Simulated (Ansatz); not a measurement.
**LiCl: a single-point run**

Aim: a sound single-point run of LiCl. The structure is shown as the input types it. The cell is built on a prototype (CsCl type) and needn't be the phase found in nature.

Computed with Ansatz 0.2.0 (density functional or hybrid calculation with the settings of its input, plane waves (as first typed), unless a step's input says otherwise).

2 further runs of the same task are left out: 2 that didn't finish.

### 1 Starting point

Symmetry: Pm-3m, No. 221, cubic system. Conventional cell: a = 3.271 Å, b = 3.271 Å, c = 3.271 Å, α = 90.00°, β = 90.00°, γ = 90.00°. Around Li (site symmetry m-3m) lie 8 Cl at 2.83 Å. Cl (site symmetry m-3m) is surrounded by 8 Li at 2.83 Å.

As a file:

```xyz
2
Lattice="3.2711 0.0000 0.0000 0.0000 3.2711 0.0000 0.0000 0.0000 3.2711" Properties=species:S:1:pos:R:3 pbc="T T T"
Li    0.0000    0.0000    0.0000
Cl    1.6356    1.6356    1.6356
```

### 2 The calculation

input.yaml reads:

```yaml
crystal:
  lattice:
    - [3.271123576, 0.0, 0.0]
    - [0.0, 3.271123576, 0.0]
    - [0.0, 0.0, 3.271123576]
  atoms:
    - { symbol: Li, position: [0.0, 0.0, 0.0] }
    - { symbol: Cl, position: [0.5, 0.5, 0.5] }
kpoints:
  mp_grid: { grid: [6, 6, 6] }
hamiltonian:
  xc: pbe
scf:
  occupations: { method: fixed }
  n_extra_bands: 4
  convergence: { dr2_threshold: 0.01 }
  max_iter: 60
output:
  forces: true
  stress: true
  eigenvalues: true
```

The run is started by

```
$ ansatz run input.yaml --threads 4 --pin off --max-ram 3686MiB --backend cpu --events-out ev --progress --plain --runs-dir out
```

Q: Will this input give a usable result? If not, why, and what should change?

The program finished normally, with warnings (force scf threshold loose, stress scf threshold loose). Its log warns: «scf.convergence.dr2_threshold = 1e-2 eV is looser than this run's default, which is 1e-7 eV or tighter. The error in the forces grows as the threshold's square root ...»

The threshold asked is loose, but the program put off the close and ended at dr2 = 1.1e-7, so little accuracy was lost here.

To check: delete scf.convergence.dr2_threshold (the default then holds).
